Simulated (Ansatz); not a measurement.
## Ta: experiment and calculation

**Measured values to compare with.**

“Refinement of the equation of state of tantalum”, 2004, arxiv:cond-mat/0403080 quotes, for a bulk crystal of Ta: bulk modulus 194 GPa.

The runs below are set against these values where they give the same quantity.

These are results of DFT r2SCAN, scalar-relativistic, plane waves, PAW in Ansatz, not measurements.

Settings: cutoff 500 eV, Γ-centred mesh 18×18×18 on the computed 1-atom cell, Gaussian smearing of 0.10 eV; no spin polarisation.

Relaxed structure, symmetry kept:

```
Ta
1.0
    -1.65229    1.65229    1.65229
     1.65229   -1.65229    1.65229
     1.65229    1.65229   -1.65229
Ta
1
Cartesian
  0.0000 0.0000 0.0000
```

* Space group: Im-3m (No. 229)
* Volume per atom: 18.04 Å³
* Formation energy from the elements' standard states (uncorrected): -0.001 eV/atom
* Generalised Kohn–Sham band gap: none (metal)
* Density of states at the Fermi level: 1.23 states/eV per cell
* Löwdin character within 0.5 eV of the Fermi level: Ta 5d 84 %, Ta 6s 8 %, unprojected 6 %
* Bulk modulus: 203 GPa
* Its pressure derivative: 3.7
* Bader charges (e): Ta (1 in the cell) 0.00

Spin-orbit coupling is left out, which matters for the bands of heavy elements.

Against the measured bulk modulus of Ta, 194 GPa (quoted in the paper above), the calculated 203 GPa is off by +4.8 %. The calculation is for 0 K without zero-point motion.